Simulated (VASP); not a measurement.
Input of a VASP 6.6.1 run:

INCAR

```
  ALGO = Normal
  EDIFF = 1E-7
  EDIFFG = -0.005
  ENCUT = 600
  GGA = PE
  IBRION = 2
  ISIF = 3
  ISMEAR = 0
  IVDW = 12
  LASPH = T
  LCHARG = F
  LREAL = F
  LWAVE = F
  NELM = 100
  NSW = 90
  PREC = Accurate
  SIGMA = 0.1
```

Contents of KPOINTS:

```
k-points
0
Gamma
  12 12 12
```

File POSCAR:

```
Mg2Sn
1.0
    0.0000000000      3.3801536900      3.3801536900
    3.3801536900      0.0000000000      3.3801536900
    3.3801536900      3.3801536900      0.0000000000
Mg Sn
2 1
Direct
    0.2500000000      0.2500000000      0.2500000000
    0.7500000000      0.7500000000      0.7500000000
    0.0000000000      0.0000000000      0.0000000000
```

Potentials or basis: VASP PAW PBE potentials, release 64 (Mg, Sn_d).

Command:

```bash
$ cat potpaw_PBE.64/Mg/POTCAR potpaw_PBE.64/Sn_d/POTCAR > POTCAR
$ mpirun -np 1 vasp_std > vasp.out
```

**Question.** Predict the relaxed cell.

**Answer.** a = 4.742 Å, b = 4.742 Å, c = 4.742 Å, α = 60.00°, β = 60.00°, γ = 60.00°.

**Question.** Estimate the dispersion energy per atom.

**Answer.** -0.303 eV.

Final structure:
```
Mg Sn
1.0
     0.00000    3.35341    3.35341
     3.35341    0.00000    3.35341
     3.35341    3.35341    0.00000
Mg Sn
2 1
Direct
  0.25000 0.25000 0.25000
  0.75000 0.75000 0.75000
  0.00000 0.00000 0.00000
```
